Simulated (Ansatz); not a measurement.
The calculation used DFT PBE, scalar-relativistic, plane waves, PAW in Ansatz 0.2.0. All cells share a 420 eV cutoff and Γ-centred k meshes spaced at most about 0.3 Å⁻¹ (about 0.25 or finer for metals, 2π included). No spin polarisation in the final relaxations.

All energies are static (0 K, no zero-point motion). Lower structures may exist.

Task: Which of these relaxed structures of WSe2 is the lowest in energy?
A. Space group P6_3/mmc (No. 194), hexagonal, a = 3.321 Å, c = 15.252 Å. Around W lie 6 Se at 2.55 Å; around Se lie 3 W at 2.55 Å.
B. Space group P-3m1 (No. 164), trigonal, a = 3.296 Å, c = 7.390 Å. W is surrounded by 6 Se at 2.57 Å; Se has 3 W at 2.57 Å.

Result: A. It has the 2H molybdenite type, space group P6_3/mmc (No. 194); the next, B, with space group P-3m1 (No. 164), lies 257 meV/atom higher. Counting Se atoms around W (those within 1.25 times the shortest such distance or 1.15 times the sum of covalent radii), the lowest and the next both have W 6.

No dispersion correction is applied, so the spacing and binding between layers, chains or molecules are poorly described (P6_3/mmc, P-3m1), and this can change margins and order among such cells. These runs have no spin–orbit coupling, which can matter for W. A magnetic state wasn't ruled out in cells without spin, among them P-3m1. The P6_3/mmc cell at 24.3 Å³/atom was relaxed from a cell as deposited in COD. Cells relaxed within their symmetry can be saddle points. Some structure types and database cells were kept out of the candidates from the start, so a known form may be missing.
